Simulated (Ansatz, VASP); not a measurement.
MgI2 in VASP and in Ansatz

```
CELL_PARAMETERS angstrom
4.12582 0.00000 0.00000
-2.06291 3.57307 0.00000
0.00000 0.00000 6.81594
ATOMIC_POSITIONS crystal
Mg 0.00000 0.00000 0.00000
I 0.33333 0.66667 0.75763
I 0.66667 0.33333 0.24237
```

Change from the starting cell: volume scaled by 0.98.

Alike in both runs: task single point; functional PBEsol; k mesh 7 × 7 × 4; occupations fermi-dirac, width 0.03 eV; no spin polarisation.

|  | VASP | Ansatz |
| --- | --- | --- |
| version | VASP 6.6.1 | Ansatz 0.2.0 |
| potentials or method | VASP PAW PBE potentials, release 64 (Mg, I), cutoff 520 eV | all-electron LAPW, scalar-relativistic |

|  | VASP | Ansatz | Ansatz less VASP |
| --- | --- | --- | --- |
| gap on the k mesh at the Fermi level (eV) | 3.47 | 3.49 | +0.016 |
| pressure (GPa) | 0.4 | 0.4 | +0.02 |
| largest component of the traceless stress (GPa) | 0.25 | 0.24 | -0.005 |
| rms of the force components (eV/Å) | 0.029 | 0.030 | +0.0010 |

Atom by atom the forces differ by 0.001 eV/Å (rms over components). Ansatz ran all-electron here, so the differences hold the error of VASP's frozen core and of both bases.

Caveats: the PAW data sets were made with another functional, which shifts forces and pressure a little (VASP); spin-orbit coupling is left out, which moves the levels of the heavy elements; an odd mesh through Γ misses points on the zone boundary, where band edges often lie; this functional lacks dispersion, which binds the layers, so the pressure and a relaxed spacing across them are unreliable.
